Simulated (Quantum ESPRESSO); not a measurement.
# FeO (R-3m) in Quantum ESPRESSO: further runs, part 2 of 2

Quantum ESPRESSO 7.5. The steps go on from the part before.

**3. Phonons, PBEsol, collinear spin, ferromagnetic start**

File pw.in:

```
&CONTROL
  calculation = 'scf'
  prefix = 'pwscf'
  outdir = './tmp'
  pseudo_dir = './pseudo'
  tprnfor = .true.
  tstress = .true.
  disk_io = 'low'
/
&SYSTEM
  ibrav = 0
  celldm(1) = 8
  nat = 2
  ntyp = 2
  ecutwfc = 56
  ecutrho = 448
  nbnd = 21
  occupations = 'smearing'
  smearing = 'fd'
  degauss = 0.00367493
  nspin = 2
  starting_magnetization(1) = 0.1875
  starting_magnetization(2) = 0
/
&ELECTRONS
  conv_thr = 4d-10
  electron_maxstep = 120
  mixing_beta = 0.3
/
ATOMIC_SPECIES
Fe    55.8450 fe_pbesol_v1.5.uspp.F.UPF
O     15.9990 o_pbesol_v1.2.uspp.F.UPF
CELL_PARAMETERS alat
  0.3585004415180   0.2069803276545   0.5942703427522
 -0.3585004415180   0.2069803276545   0.5942703427522
  0.0000000000000  -0.4139606529469   0.5942703427522
ATOMIC_POSITIONS crystal
Fe     0.0000000000    0.0000000000    0.0000000000
O      0.5000000000    0.5000000000    0.5000000000
K_POINTS automatic
6 6 6 0 0 0
```

File scf2.in:

```
&CONTROL
  calculation = 'scf'
  prefix = 'pwscf'
  outdir = './tmp'
  pseudo_dir = './pseudo'
  tprnfor = .true.
  tstress = .true.
  disk_io = 'low'
/
&SYSTEM
  ibrav = 0
  celldm(1) = 8
  nat = 2
  ntyp = 2
  ecutwfc = 56
  ecutrho = 448
  nbnd = 21
  occupations = 'smearing'
  smearing = 'fd'
  degauss = 0.00367493
  nspin = 2
  starting_magnetization(1) = 0.1875
  starting_magnetization(2) = 0
/
&ELECTRONS
  conv_thr = 1d-13
  electron_maxstep = 120
  mixing_beta = 0.3
  startingpot = 'file'
  startingwfc = 'file'
/
ATOMIC_SPECIES
Fe    55.8450 fe_pbesol_v1.5.uspp.F.UPF
O     15.9990 o_pbesol_v1.2.uspp.F.UPF
CELL_PARAMETERS alat
  0.3585004415180   0.2069803276545   0.5942703427522
 -0.3585004415180   0.2069803276545   0.5942703427522
  0.0000000000000  -0.4139606529469   0.5942703427522
ATOMIC_POSITIONS crystal
Fe     0.0000000000    0.0000000000    0.0000000000
O      0.5000000000    0.5000000000    0.5000000000
K_POINTS automatic
6 6 6 0 0 0
```

File ph.in:

```
phonons of FeO
&INPUTPH
  prefix = 'pwscf'
  outdir = './tmp'
  tr2_ph = 1d-18
  fildyn = 'dyn'
  niter_ph = 90
  alpha_mix(1) = 0.4
/
0.0000000000 0.0000000000 0.0000000000
```

File dynmat.in:

```
&INPUT
  fildyn = 'dyn'
  asr = 'crystal'
  filout = 'dynmat.disp'
  fileig = 'dynmat.eig'
/
```

Potentials or basis: GBRV 1.5 PBEsol.

Launch:

```sh
> OMP_NUM_THREADS=1 pw.x -in pw.in > pw.out
> OMP_NUM_THREADS=1 pw.x -in scf2.in > scf2.out
> OMP_NUM_THREADS=1 ph.x -in ph.in > ph.out
> OMP_NUM_THREADS=1 dynmat.x -in dynmat.in > dynmat.out
```

pw.out:

```text
This program is part of the open-source Quantum ESPRESSO suite
     for quantum simulation of materials; please cite
[... 9 lines left out ...]
     --------------------
     sticks:   dense  smooth     PW     G-vecs:    dense   smooth      PW
     Sum        1035     511    163                21753     7697    1447

     Using Slab Decomposition

     bravais-lattice index     =            0
     lattice parameter (alat)  =       8.0000  a.u.
     unit-cell volume          =     135.4640 (a.u.)^3
     number of atoms/cell      =            2
     number of atomic types    =            2
     number of electrons       =        22.00
     number of Kohn-Sham states=           21
     kinetic-energy cutoff     =      56.0000  Ry
     charge density cutoff     =     448.0000  Ry
     scf convergence threshold =      4.0E-10
     mixing beta               =       0.3000
     number of iterations used =            8  plain     mixing
     Exchange-correlation= SLA  PW   PSX  PSC
                           (   1   4  10   8   0   0   0)

[... 612 lines left out ...]
   -71.0903 -37.4239 -37.3653 -37.3653  -4.6963   6.1043   9.1034   9.1035
    14.7330  14.7330  14.9172  17.0263  17.0263  18.7031  23.5123  27.6022
    27.6022  34.7023  37.8544  38.2077  38.2077

     the Fermi energy is    14.3378 ev

!    total energy              =    -282.40783955 Ry
     estimated scf accuracy    <          1.4E-10 Ry
     smearing contrib. (-TS)   =      -0.00098337 Ry
     internal energy E=F+TS    =    -282.40685618 Ry

     The total energy is F=E-TS. E is the sum of the following terms:
     one-electron contribution =    -136.74003421 Ry
     hartree contribution      =      80.42541532 Ry
     xc contribution           =     -36.21193840 Ry
     ewald contribution        =    -189.88029888 Ry

     total magnetization       =     4.01 Bohr mag/cell
     absolute magnetization    =     4.02 Bohr mag/cell

     convergence has been achieved in  12 iterations

     Forces acting on atoms (cartesian axes, Ry/au):

     atom    1 type  1   force =    -0.00000000   -0.00000000    0.00000000
     atom    2 type  2   force =     0.00000000    0.00000000   -0.00000000

     Total force =     0.000000     Total SCF correction =     0.000000

     Computing stress (Cartesian axis) and pressure

          total   stress  (Ry/bohr**3)                   (kbar)     P=      -85.57
  -0.00056297   0.00000000  -0.00000000          -82.82        0.00       -0.00
  -0.00000000  -0.00056297   0.00000000           -0.00      -82.82        0.00
  -0.00000000   0.00000000  -0.00061911           -0.00        0.00      -91.07

=------------------------------------------------------------------------------=
   JOB DONE.
=------------------------------------------------------------------------------=
```

scf2.out:

```text
This program is part of the open-source Quantum ESPRESSO suite
     for quantum simulation of materials; please cite
[... 9 lines left out ...]
     --------------------
     sticks:   dense  smooth     PW     G-vecs:    dense   smooth      PW
     Sum        1035     511    163                21753     7697    1447
[... 597 lines left out ...]
  -0.00056202   0.00000000   0.00000000          -82.68        0.00        0.00
  -0.00000000  -0.00056202   0.00000000           -0.00      -82.68        0.00
  -0.00000000   0.00000000  -0.00061814           -0.00        0.00      -90.93

=------------------------------------------------------------------------------=
   JOB DONE.
=------------------------------------------------------------------------------=
```

It took 7 min on 1 thread of Arm Neoverse V2, shared host; peak memory 0.15 GiB.

Results:

| Item | Value |
| --- | --- |
| Free energy | -3842.3544 eV |
| Pressure | -8.5 GPa |
| Band gap on the k mesh | none (metal or under the smearing width) |
| Net moment | 4.01 μB per cell |
| Absolute moment | 4.02 μB per cell |
| Site moments | Fe +3.46; O +0.32 μB |
| Valence electrons inside the program's atomic spheres | Fe 13.53; O 5.81 |
| Highest phonon frequency at Γ | 211 cm⁻¹ |

Phonon frequencies in cm⁻¹ (negative: imaginary):
| q point | frequencies |
| --- | --- |
| (0.000, 0.000, 0.000) | 7 8 8 198 198 211 |

Optical modes at Γ, degenerate ones joined:
```
cm⁻¹  components  symmetry  active in
 198           2        Eu         IR
 211           1       A2u         IR
```

Caveat: the k mesh is coarse (spacing up to 0.42 Å⁻¹), so the values aren't converged; the mesh is thin for the phonons of a metal; the cell is more than 3 GPa from zero pressure, which shifts response properties; a cell with one magnetic atom can't hold antiferromagnetic order, which such compounds often take; semilocal functionals often make such compounds metallic where correlation or magnetic order opens a gap, which also shifts bond lengths. With open d or f shells a metallic result of PBEsol can be an artefact of self-interaction; +U or a hybrid may open a gap.
